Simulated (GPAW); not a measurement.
Here is a GPAW 26.7.0 calculation.

The input run.py:

```python
from ase.dft.bandgap import bandgap
from ase.io import read, write
from ase.units import GPa
from gpaw import GPAW, PW

atoms = read('POSCAR')

calc = GPAW(mode=PW(800),
            xc='PBE',
            kpts={'size': (10, 10, 10), 'gamma': True},
            occupations={'name': 'fermi-dirac', 'width': 0.05},
            nbands=11,
            convergence={'density': 1e-05, 'energy': 1e-05},
            maxiter=150,
            txt='gpaw.txt')
atoms.calc = calc
energy = atoms.get_potential_energy()
forces = atoms.get_forces()
stress = atoms.get_stress()
calc.write('gs.gpw')
write('result.traj', atoms)
print(f'Energy: {energy:.6f} eV')
print('Forces (eV/A):')
print(forces.round(4))
print('Stress (GPa):', (stress / GPa).round(3))
print('Fermi level:', round(calc.get_fermi_level(), 4), 'eV')
print(f'Gap: {bandgap(calc)[0]:.4f} eV, direct: {bandgap(calc, direct=True)[0]:.4f} eV')
```

Contents of POSCAR:

```
GaN
1.0
    0.0000000000      2.2535006075      2.2535006075
    2.2535006075      0.0000000000      2.2535006075
    2.2535006075      2.2535006075      0.0000000000
Ga N
1 1
Direct
    0.0064260000     -0.0016860000     -0.0053100000
    0.2425010000      0.2481970000      0.2566230000
```

Potentials or basis: GPAW PAW data sets (gpaw-data 1.2.1), pw.

The run is started by

```sh
$ OMP_NUM_THREADS=1 python run.py
```

(1) Predict the largest force.

(2) What does it give for the pressure?

Answers

(1) 0.655 eV/Å.

(2) 12.8 GPa.
